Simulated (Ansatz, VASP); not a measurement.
Sc in VASP and in Ansatz

Contents of INCAR:

```
ALGO = Fast
EDIFF = 1E-7
ENCUT = 520
GGA = PE
ISIF = 2
ISMEAR = 0
LASPH = T
LCHARG = F
LREAL = F
LWAVE = F
NBANDS = 12
NELM = 100
PREC = Accurate
SIGMA = 0.1
```

File KPOINTS:

```
k-points
0
Gamma
  6 6 6
```

POSCAR

```
Sc
1.0
   -2.0767254290      2.0767254290      2.0767254290
    2.0767254290     -2.0767254290      2.0767254290
    2.0767254290      2.0767254290     -2.0767254290
Sc
1
Direct
    0.0000000000      0.0000000000      0.0000000000
```

Input for Ansatz:

```yaml
crystal:
  lattice:
    - [-2.076725429, 2.076725429, 2.076725429]
    - [2.076725429, -2.076725429, 2.076725429]
    - [2.076725429, 2.076725429, -2.076725429]
  atoms:
    - { symbol: Sc, position: [0.0, 0.0, 0.0] }
basis:
  ecutwfc: 420
kpoints:
  mp_grid: { grid: [6, 6, 6] }
hamiltonian:
  xc: pbe
scf:
  occupations: { method: gaussian, width: 0.1 }
output:
  forces: true
  stress: true
  eigenvalues: true
```

Alike in both runs: task single point; functional PBE; k mesh 6 × 6 × 6; occupations gaussian, width 0.1 eV; no spin polarisation.

```csv
,VASP,Ansatz
version,VASP 6.6.1,Ansatz 0.2.0
potentials or method,"VASP PAW PBE potentials, release 64 (Sc_sv)","scalar-relativistic, plane waves, PAW"
plane-wave cutoff (eV),520,420
valence electrons in the cell,11,11
```

```csv
,VASP,Ansatz,Ansatz less VASP
gap on the k mesh at the Fermi level (eV),none,none,-
pressure (GPa),-10.3,-10.3,0.00
```

A gap of «none» marks a metal or a gap that the smearing closes.
